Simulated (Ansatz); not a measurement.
Density of states of FeCo3 (Pm-3m, a = 3.537 Å, b = 3.537 Å, c = 3.537 Å, α = 90.00°, β = 90.00°, γ = 90.00°), in states per eV and primitive cell, averaged over bins of 0.4 eV. Level of theory: DFT r2SCAN, scalar-relativistic, plane waves, PAW (Ansatz 0.2.0).

Plane waves to 500 eV, a k mesh through Γ of 12×12×12 on the computed 4-atom cell and Gaussian smearing (0.10 eV); collinear spin from starting moments 3.21 2.09 2.09 2.09 μB.

The cell is relaxed at this level. The states (both spins) are summed by tetrahedra on a 18×18×18 mesh at the self-consistent density. Energies are bin centres; the table starts no lower than −8 eV and ends at 6 eV, or lower where the solved bands end.

It is a metal at this level.

| E − E_F (eV) | total | Co 3d down | Co 3d up | Fe 3d down | Fe 3d up | Co 4s up | Co 4s down |
| --- | --- | --- | --- | --- | --- | --- | --- |
| -7.85 | 0.40 | 0.00 | 0.00 | 0.00 | 0.00 | 0.14 | 0.15 |
| -7.45 | 0.48 | 0.01 | 0.01 | 0.00 | 0.00 | 0.16 | 0.17 |
| -7.05 | 0.57 | 0.01 | 0.02 | 0.00 | 0.01 | 0.19 | 0.20 |
| -6.65 | 0.68 | 0.02 | 0.05 | 0.01 | 0.02 | 0.23 | 0.21 |
| -6.25 | 0.97 | 0.03 | 0.16 | 0.01 | 0.08 | 0.29 | 0.22 |
| -5.85 | 2.45 | 0.05 | 1.02 | 0.02 | 0.47 | 0.43 | 0.24 |
| -5.45 | 3.23 | 0.09 | 1.57 | 0.03 | 0.68 | 0.34 | 0.26 |
| -5.05 | 4.26 | 0.16 | 2.44 | 0.05 | 0.92 | 0.15 | 0.29 |
| -4.65 | 4.58 | 0.36 | 2.40 | 0.09 | 1.10 | 0.06 | 0.34 |
| -4.25 | 4.31 | 0.54 | 2.24 | 0.14 | 0.83 | 0.03 | 0.31 |
| -3.85 | 5.65 | 0.84 | 2.91 | 0.21 | 1.07 | 0.09 | 0.28 |
| -3.45 | 8.32 | 1.44 | 4.51 | 0.33 | 1.37 | 0.16 | 0.20 |
| -3.05 | 8.56 | 2.19 | 4.20 | 0.44 | 1.18 | 0.14 | 0.09 |
| -2.65 | 8.07 | 2.13 | 3.93 | 0.38 | 1.19 | 0.08 | 0.03 |
| -2.25 | 6.92 | 2.13 | 2.89 | 0.40 | 0.94 | 0.07 | 0.06 |
| -1.85 | 6.84 | 2.13 | 2.91 | 0.43 | 0.80 | 0.06 | 0.09 |
| -1.45 | 7.84 | 2.09 | 3.92 | 0.40 | 1.00 | 0.09 | 0.05 |
| -1.05 | 4.38 | 2.40 | 0.74 | 0.54 | 0.35 | 0.11 | 0.04 |
| -0.65 | 4.62 | 3.14 | 0.23 | 0.79 | 0.07 | 0.14 | 0.04 |
| -0.25 | 3.11 | 2.01 | 0.20 | 0.42 | 0.06 | 0.16 | 0.04 |
| 0.15 | 2.50 | 1.54 | 0.18 | 0.33 | 0.05 | 0.18 | 0.02 |
| 0.55 | 3.44 | 2.53 | 0.11 | 0.36 | 0.03 | 0.15 | 0.03 |
| 0.95 | 3.18 | 2.18 | 0.10 | 0.43 | 0.04 | 0.16 | 0.03 |
| 1.35 | 5.27 | 2.98 | 0.09 | 1.70 | 0.03 | 0.16 | 0.04 |
| 1.75 | 4.90 | 2.40 | 0.07 | 1.88 | 0.02 | 0.15 | 0.07 |
| 2.15 | 3.86 | 1.67 | 0.06 | 1.53 | 0.02 | 0.14 | 0.10 |
| 2.55 | 1.71 | 0.62 | 0.05 | 0.31 | 0.02 | 0.13 | 0.20 |
| 2.95 | 0.92 | 0.17 | 0.04 | 0.12 | 0.01 | 0.11 | 0.08 |
| 3.35 | 1.07 | 0.18 | 0.04 | 0.20 | 0.01 | 0.10 | 0.08 |
| 3.75 | 1.15 | 0.20 | 0.03 | 0.19 | 0.01 | 0.08 | 0.13 |
| 4.15 | 0.96 | 0.14 | 0.02 | 0.11 | 0.01 | 0.07 | 0.11 |
| 4.55 | 0.85 | 0.11 | 0.02 | 0.08 | 0.01 | 0.05 | 0.09 |
| 4.95 | 0.74 | 0.08 | 0.01 | 0.06 | 0.00 | 0.04 | 0.08 |
| 5.35 | 0.65 | 0.07 | 0.01 | 0.04 | 0.00 | 0.03 | 0.06 |

The columns after the total are the main Löwdin projections on the occupied valence shells of the potentials; 2 others are left out. The rest of the total lies in those, in shells that are empty in the free atom, which aren't projected, and between the atoms.

The state reached may not be the lowest one. Only parallel moments were tried here.

Only this magnetic start was tried.

Whether FeCo3 exists in this form wasn't checked.

Cost: 1 run of about 2.3 core-minutes, on Intel Xeon Platinum 8259CL (Skylake/Cascade Lake) (shared hosts).